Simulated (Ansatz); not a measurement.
## Zn under changes of volume

One of the cells (15.330 Å³/atom); the others are scaled copies at fixed shape and fractional positions:

```xyz
2
Lattice="2.6700 0.0000 0.0000 -1.3350 2.3123 0.0000 0.0000 0.0000 4.9660" Properties=species:S:1:pos:R:3 pbc="T T T"
Zn    1.3350    0.7708    3.7245
Zn    0.0000    1.5415    1.2415
```

- Program: Ansatz 0.2.0
- Functional: PBE0
- Potentials or basis: Ansatz PAW
- Cutoff: 420 eV (not typed: the program's choice for these potentials)
- k mesh: 6 × 6 × 4
- Occupations: fermi-dirac, width 0.05 eV
- Spin: no spin polarisation

| volume (Å³/atom) | energy over the lowest point (meV/atom) | pressure (GPa) |
| --- | --- | --- |
| 14.410 | ? | ? |
| 14.716 | 2.64 | 2.4 |
| 15.023 | 2.72 | 2.2 |
| 15.330 | 0.00 | 0.6 |
| 15.636 | 0.22 | -0.8 |
| 15.943 | 2.97 | -2.0 |
| 16.249 | 7.92 | -3.1 |

Problem. What does the run at 14.410 Å³/atom give?

Solution. Energy over the lowest point 9.04 meV/atom; pressure 4.4 GPa.

The energies don't lie on one smooth curve, so no fit is given. The run at 15.023 Å³/atom lies farthest off, from a change of basis, grid or state.

Energies are extrapolated to zero smearing.

Caveats: all runs use coarse meshes; the PAW data sets come from PBE, with cores solved anew for the run's functional, which leaves a small shift of forces and pressure; the thresholds are loose for stress.
